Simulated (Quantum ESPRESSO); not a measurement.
PbS (Galena) under changes of volume

One of the cells (26.086 Å³/atom); the others are scaled copies at fixed shape and fractional positions:

```
Pb S
1.0
     0.00000    2.96575    2.96575
     2.96575    0.00000    2.96575
     2.96575    2.96575    0.00000
Pb S
1 1
Direct
  0.00000 0.00000 0.00000
  0.50000 0.50000 0.50000
```

```yaml
Program: Quantum ESPRESSO 7.5
Functional: AM05
Potentials_or_basis: PseudoDojo 0.4.1 SR PBE standard
Cutoff: 762 eV
Density_cutoff: 3048 eV
k_mesh: 8 × 8 × 8
Occupations: fermi-dirac, width 0.05 eV
Spin: no spin polarisation
```

| volume (Å³/atom) | energy over the lowest point (meV/atom) | pressure (GPa) | gap on the mesh (eV) |
| --- | --- | --- | --- |
| 24.521 | ? | ? | ? |
| 25.042 | 6.59 | 2.3 | 0.15 |
| 25.564 | 1.28 | 1.0 | 0.24 |
| 26.086 | 0.00 | -0.2 | 0.32 |
| 26.607 | 2.36 | -1.3 | 0.39 |
| 27.129 | 8.00 | -2.2 | 0.45 |
| 27.651 | 16.58 | -3.1 | 0.52 |

Task: What does the run at 24.521 Å³/atom give?

Result: Energy over the lowest point 16.32 meV/atom; pressure 3.7 GPa; gap on the mesh 0.06 eV.

Worked out: A Birch-Murnaghan fit of order 3 (a polynomial in V^(-2/3)) to the other rows has its minimum at 26.00 Å³/atom with B0 = V·E''(V) = 57 GPa and B' = 4.2. It gives 16.38 meV/atom at 24.521 Å³/atom, against the run's 16.32, and -dE/dV = 3.7 GPa, against 3.7.

Energies are extrapolated to zero smearing.

Caveats: the potentials were made for another functional, which shifts forces and pressure; spin-orbit coupling is left out, which as a rule narrows the gap of such compounds by several tenths of an eV.

A mesh can miss the band edges.
